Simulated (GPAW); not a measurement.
GaP:

```
Ga P
1.0
     0.00000    2.72525    2.72525
     2.72525    0.00000    2.72525
     2.72525    2.72525    0.00000
Ga P
1 1
Cartesian
  0.0000 0.0000 0.0000
  4.0879 4.0879 4.0879
```

Program: GPAW 26.7.0. Alike in all runs: no spin polarisation; cell as given; k mesh 8 × 8 × 8; cutoff (eV) 600.

Q: Order these runs on this cell by their pressure, lowest first.
A. level PBE; potentials or basis GPAW PAW data sets (gpaw-data 1.2.1), pw; smearing gaussian 0.021 eV
B. level PBEsol; potentials or basis PAW data sets generated in the run's folder for this functional, pw; smearing gaussian 0.05 eV
C. level LDA; potentials or basis the program's PAW data sets (release 1.2.1) made for this functional, pw; smearing fermi-dirac 0.05 eV; band path GXWKGLUWLK,UX; band points 60

A: C (-0.8 GPa), B (1.5 GPa), A (4.5 GPa).
